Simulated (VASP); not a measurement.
A run of VASP 6.6.1:

File INCAR:

```
ALGO = Normal
EDIFF = 1E-8
ENCUT = 500
GGA = RE
ISIF = 2
ISMEAR = 0
IVDW = 4
LASPH = True
LCHARG = False
LDAU = True
LDAUJ = 0
LDAUL = 2
LDAUPRINT = 1
LDAUTYPE = 2
LDAUU = 4.5
LEFG = True
LMAXMIX = 4
LREAL = False
LWAVE = False
NELM = 100
PREC = Accurate
SIGMA = 0.05
```

Contents of KPOINTS:

```
k-points
0
Gamma
  9 9 5
```

File POSCAR:

```
Sc
1.0
    3.3090000000      0.0000000000      0.0000000000
   -1.6545000000      2.8656780611      0.0000000000
    0.0000000000      0.0000000000      5.2733000000
Sc
2
Direct
    0.6875460000      0.3481910000      0.7467380000
    0.3583440000      0.6558130000      0.2460500000
```

Potentials or basis: VASP PAW PBE potentials, release 64 (Sc_sv).

Command:

```console
$ cat potpaw_PBE.64/Sc_sv/POTCAR > POTCAR
$ mpirun -np 1 vasp_std > vasp.out
```

Hardware: 1 thread of Intel(R) Xeon(R) Platinum 8559C (Emerald Rapids), on a shared host.

Question: Estimate the wall time of this run.

Answer: Run time: 89 s on 1 thread of Intel(R) Xeon(R) Platinum 8559C (Emerald Rapids) (shared host), peak memory 0.25 GiB. Counts: scf iterations 17, k points 203.
